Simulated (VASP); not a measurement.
# MoS2 in VASP: notebook

One slab, MoS2, is run at these levels: PBEsol; tasks: atomic charges, electron localisation function.

Everything below comes from runs of VASP 6.6.1. Logs are shortened: lines on timing, memory, paths and dates and some standing lists are left out, and cuts for length are marked.

**1. The structure**

The cell holds a slab with vacuum, 12 atoms: a = 3.184 Å, b = 3.184 Å, c = 34.479 Å, α = 90.00°, β = 90.00°, γ = 120.00°.

**2. Atomic charges, PBEsol**

The input, INCAR:

```
SYSTEM = MoS2
ALGO = Normal
EDIFF = 1E-6
ENCUT = 520
GGA = PS
ISIF = 2
ISMEAR = 0
LASPH = .True.
LCHARG = .True.
LELF = .True.
LORBIT = 11
LREAL = .False.
LVHAR = .True.
LWAVE = .False.
NELM = 80
PREC = Accurate
SIGMA = 0.02
```

The input, KPOINTS:

```
k-points
0
Gamma
  7 7 1
  0 0 0
```

The input, POSCAR:

```
MoS2
1.0
    3.1837189491      0.0000000000      0.0000000000
   -1.5918594745      2.7571814884      0.0000000000
    0.0000000000      0.0000000000     34.4792384800
Mo S
4 8
Direct
    0.3333333333      0.6666666667      0.0935556300
    0.3333333333      0.6666666667      0.7209030300
    0.6666666667      0.3333333333      0.2790969700
    0.6666666667      0.3333333333      0.9064443700
    0.6666666667      0.3333333333      0.0485463000
    0.6666666667      0.3333333333      0.6759117500
    0.3333333333      0.6666666667      0.2340896600
    0.3333333333      0.6666666667      0.8614313100
    0.6666666667      0.3333333333      0.1385686900
    0.6666666667      0.3333333333      0.7659103400
    0.3333333333      0.6666666667      0.3240882500
    0.3333333333      0.6666666667      0.9514537000
```

Potentials or basis: VASP PAW PBE potentials, release 64 (Mo_sv, S).

Started as:

```sh
> cat potpaw_PBE.64/Mo_sv/POTCAR potpaw_PBE.64/S/POTCAR > POTCAR
> mpirun -np 1 vasp_std > vasp.out
```

OUTCAR:

```text
SYSTEM = MoS2
   EDIFF = 1E-6
   ENCUT = 520
   GGA = PS
   ISIF = 2
   ISMEAR = 0
   LASPH = .True.
   LORBIT = 11
   LREAL = .False.
   NELM = 80
   PREC = Accurate

 ion  position               nearest neighbor table
   1  0.333  0.667  0.094-   5 2.41   5 2.41   5 2.41   9 2.41   9 2.41   9 2.41
   2  0.333  0.667  0.721-   6 2.41   6 2.41   6 2.41  10 2.41  10 2.41  10 2.41
   3  0.667  0.333  0.279-  11 2.41  11 2.41  11 2.41   7 2.41   7 2.41   7 2.41
   4  0.667  0.333  0.906-  12 2.41  12 2.41  12 2.41   8 2.41   8 2.41   8 2.41
   5  0.667  0.333  0.049-   1 2.41   1 2.41   1 2.41
   6  0.667  0.333  0.676-   2 2.41   2 2.41   2 2.41
   7  0.333  0.667  0.234-   3 2.41   3 2.41   3 2.41
   8  0.333  0.667  0.861-   4 2.41   4 2.41   4 2.41
   9  0.667  0.333  0.139-   1 2.41   1 2.41   1 2.41
  10  0.667  0.333  0.766-   2 2.41   2 2.41   2 2.41
  11  0.333  0.667  0.324-   3 2.41   3 2.41   3 2.41
  12  0.333  0.667  0.951-   4 2.41   4 2.41   4 2.41

  LATTYP: Found a hexagonal cell.
 ALAT       =     3.1837189491
 C/A-ratio  =    10.8298625071

  Lattice vectors:

 A1 = (   3.1837189491,   0.0000000000,   0.0000000000)
 A2 = (  -1.5918594745,   2.7571814884,   0.0000000000)
 A3 = (   0.0000000000,   0.0000000000,  34.4792384800)

Analysis of symmetry for initial positions (statically):
=====================================================================
 Subroutine PRICEL returns:
 Original cell was already a primitive cell.

 Routine SETGRP: Setting up the symmetry group for a
 hexagonal supercell.

 Subroutine GETGRP returns: Found 12 space group operations
 (whereof 12 operations were pure point group operations)
 out of a pool of 24 trial point group operations.

The static configuration has the point symmetry D_3d.

Analysis of symmetry for dynamics (positions and initial velocities):
=====================================================================
 Subroutine PRICEL returns:
 Original cell was already a primitive cell.

 Routine SETGRP: Setting up the symmetry group for a
 hexagonal supercell.

 Subroutine GETGRP returns: Found 12 space group operations
 (whereof 12 operations were pure point group operations)
 out of a pool of 24 trial point group operations.

The dynamic configuration has the point symmetry D_3d.
[... 125 lines left out ...]
  Thomas-Fermi vector in A             =   2.283340
   LORBIT       =     11    0 simple, 1 ext, 2 COOP (PROOUT), +10 PAW based schemes
   GGA     = PS    functional components
   LHFCALC =     F    Hartree Fock is set to
   AEXX    =    0.0000 exact exchange contribution
   IVDW    =     0    specifies the selected vdW correction
   LEPSILON=     F    determine dielectric tensor
   LRPA    =     F    only Hartree local field effects (RPA)
 non-spin polarized calculation
 Gauss-broadening in eV      SIGMA  =   0.02
  energy-cutoff  :      520.00
  volume of cell :      302.66
 maximum number of plane-waves:      8190
 NGX is ok and might be reduce to    24
   NGX = 11   NGY = 11   NGZ =129

 number of electron     103.9999990 magnetization

 Free energy of the ion-electron system (eV)
  ---------------------------------------------------
  ext. energy  EPLUGINS =         0.00000000
  ---------------------------------------------------
  free energy    TOTEN  =       -93.71234293 eV

  energy without entropy =      -93.71234293  energy(sigma->0) =      -93.71234293

 E-fermi :   3.6395     XC(G=0):  -8.1560

 val. band max:        3.5556994067   @ k =   0.0000   0.0000   0.0000
 cond. band min:       4.8231817524   @ k =   0.1429   0.1429   0.0000
 fundamental gap:      1.2674823457
 Fermi energy:         3.6395437010

 k-point     1 :       0.0000    0.0000    0.0000
  band No.  band energies     occupation
      1     -57.7224      2.00000
      2     -57.7224      2.00000
      3     -57.7220      2.00000
      4     -57.7220      2.00000
      5     -31.9012      2.00000
      6     -31.9012      2.00000
[... 509 lines left out ...]
     61       6.2770      0.00000
     62       6.4097      0.00000

------------------------ aborting loop because EDIFF is reached ----------------------------------------

  FORCE on cell =-STRESS in cart. coord.  units (eV):
  Direction    XX          YY          ZZ          XY          YZ          ZX
  --------------------------------------------------------------------------------------
  -------------------------------------------------------------------------------------
  Total       -5.5359711     -5.5359711     -2.0698130     -0.0000000     -0.0000000     -0.0000000
  in kB      -29.3053325    -29.3053325    -10.9568056     -0.0000000     -0.0000000     -0.0000000
  external PRESSURE =     -23.1891569 kB  Pullay stress =       0.0000000 kB

 VOLUME and BASIS-vectors are now :
 -----------------------------------------------------------------------------
  energy-cutoff  :      520.00
  volume of cell :      302.66
      direct lattice vectors                 reciprocal lattice vectors
     3.183718949  0.000000000  0.000000000     0.314098077  0.181344609  0.000000000
    -1.591859475  2.757181488  0.000000000     0.000000000  0.362689219  0.000000000
     0.000000000  0.000000000 34.479238480     0.000000000  0.000000000  0.029002961

 POSITION                                       TOTAL-FORCE (eV/Angst)
 -----------------------------------------------------------------------------------
     -0.00000      1.83812      3.22573        -0.000000     -0.000000     -0.000493
     -0.00000      1.83812     24.85619        -0.000000     -0.000000     -0.006111
      1.59186      0.91906      9.62305         0.000000      0.000000      0.006111
      1.59186      0.91906     31.25351         0.000000     -0.000000      0.000493
      1.59186      0.91906      1.67384        -0.000000      0.000000      0.124218
      1.59186      0.91906     23.30492         0.000000     -0.000000      0.145113
     -0.00000      1.83812      8.07123         0.000000     -0.000000      0.121595
     -0.00000      1.83812     29.70150        -0.000000     -0.000000      0.127840
      1.59186      0.91906      4.77774         0.000000     -0.000000     -0.127840
      1.59186      0.91906     26.40801        -0.000000      0.000000     -0.121595
     -0.00000      1.83812     11.17432        -0.000000      0.000000     -0.145113
     -0.00000      1.83812     32.80540         0.000000     -0.000000     -0.124218
 -----------------------------------------------------------------------------------
    total drift:                                0.000000      0.000000      0.000000

  FREE ENERGIE OF THE ION-ELECTRON SYSTEM (eV)
  ---------------------------------------------------
  free  energy   TOTEN  =       -93.7123429311 eV

  energy  without entropy=      -93.7123429311  energy(sigma->0) =      -93.71234293

 total charge

# of ion       s       p       d       tot
------------------------------------------
    1        2.294   6.220   3.955  12.468
    2        2.294   6.220   3.955  12.469
    3        2.294   6.220   3.955  12.469
    4        2.294   6.220   3.955  12.468
    5        1.357   2.318   0.000   3.675
    6        1.356   2.322   0.000   3.678
    7        1.357   2.318   0.000   3.675
    8        1.357   2.318   0.000   3.675
    9        1.357   2.318   0.000   3.675
   10        1.357   2.318   0.000   3.675
   11        1.356   2.322   0.000   3.678
   12        1.357   2.318   0.000   3.675
--------------------------------------------------
tot         20.029  43.432  15.819  79.280
```

OSZICAR:

```text
N       E                     dE             d eps       ncg     rms          rms(c)
DAV:   1     0.948847325371E+03    0.94885E+03   -0.57425E+04  1144   0.152E+03
DAV:   2    -0.311602409817E+02   -0.98001E+03   -0.95762E+03  1182   0.383E+02
DAV:   3    -0.969408031151E+02   -0.65781E+02   -0.64817E+02  1248   0.870E+01
[... 16 lines left out ...]
DAV:  20    -0.937123140977E+02   -0.23228E-04   -0.95955E-07   764   0.334E-03    0.256E-03
DAV:  21    -0.937123374901E+02   -0.23392E-04   -0.58119E-07   776   0.219E-03    0.232E-03
DAV:  22    -0.937123405561E+02   -0.30660E-05   -0.71009E-08   706   0.760E-04    0.131E-03
DAV:  23    -0.937123424149E+02   -0.18588E-05   -0.56740E-08   712   0.544E-04    0.457E-04
DAV:  24    -0.937123429311E+02   -0.51619E-06   -0.22889E-08   706   0.352E-04
   1 F= -.93712343E+02 E0= -.93712343E+02  d E =-.536635E-11
```

Wall time 4.2 min (1 thread of Intel Xeon Platinum 8488C (Sapphire Rapids), shared host); peak memory 0.42 GiB.

What came out:

| Property | Result |
| --- | --- |
| Free energy | -93.7123 eV |
| Largest force | 0.145 eV/Å |
| Band gap on the k mesh | 1.27 eV, indirect (least direct gap 2.09 eV) |
| Valence electrons inside the program's atomic spheres | Mo 12.47; S 3.67, 3.68 |

Forces on the atoms (eV/Å):
```
Mo   0.000  0.000  0.000
Mo   0.000  0.000 -0.006
Mo   0.000  0.000  0.006
Mo   0.000  0.000  0.000
S    0.000  0.000  0.124
S    0.000  0.000  0.145
S    0.000  0.000  0.122
S    0.000  0.000  0.128
S    0.000  0.000 -0.128
S    0.000  0.000 -0.122
S    0.000  0.000 -0.145
S    0.000  0.000 -0.124
```

Levels at points of the mesh, in eV from the valence-band top:
```tsv
k point	band 48	band 49	band 50	band 51	band 52	band 53	band 54	band 55	band 56	band 57
(0.00, 0.00, 0.00)	-1.57	-0.77	-0.45	-0.16	0.00	2.24	2.24	2.24	2.25	2.25
```

Caveat: the PAW data sets were made with another functional, which shifts forces and pressure a little.

**3. Electron localisation function, PBEsol**

The input, INCAR:

```
SYSTEM = MoS2
PREC = Accurate
ENCUT = 520
EDIFF = 1E-6
ISMEAR = 0
SIGMA = 0.02
LREAL = .False.
LASPH = .True.
NELM = 60
ALGO = Fast
ISIF = 2
LWAVE = .False.
LCHARG = .True.
GGA = PS
LELF = .True.
```

The input, KPOINTS:

```
regular mesh
0
Gamma
  7 7 1
  0 0 0
```

POSCAR is that of step 2.

Potentials or basis: VASP PAW PBE potentials, release 64 (Mo_sv, S).

Started as:

```sh
> cat potpaw_PBE.64/Mo_sv/POTCAR potpaw_PBE.64/S/POTCAR > POTCAR
> mpirun -np 1 vasp_std > vasp.out
```

Run time: 3.3 min. Hardware: 1 thread of Intel Xeon Platinum 8488C (Sapphire Rapids), shared host; peak memory 0.43 GiB.

It converged, with:

```yaml
Free_energy: -93.7123 eV
Largest_force: 0.145 eV/Å
Band_gap_on_the_k_mesh: 1.27 eV, indirect (least direct gap 2.09 eV)
```

Forces on the atoms (eV/Å):
```
Mo   0.000  0.000 -0.001
Mo   0.000  0.000 -0.006
Mo   0.000  0.000  0.006
Mo   0.000  0.000  0.001
S    0.000  0.000  0.124
S    0.000  0.000  0.145
S    0.000  0.000  0.122
S    0.000  0.000  0.128
S    0.000  0.000 -0.128
S    0.000  0.000 -0.122
S    0.000  0.000 -0.145
S    0.000  0.000 -0.124
```

Levels at points of the mesh, in eV from the valence-band top:
| k point | band 48 | band 49 | band 50 | band 51 | band 52 | band 53 | band 54 | band 55 | band 56 | band 57 |
| --- | --- | --- | --- | --- | --- | --- | --- | --- | --- | --- |
| (0.00, 0.00, 0.00) | -1.57 | -0.77 | -0.45 | -0.16 | 0.00 | 2.24 | 2.25 | 2.25 | 2.26 | 2.27 |

Caveat: the PAW data sets were made with another functional, which shifts forces and pressure a little.
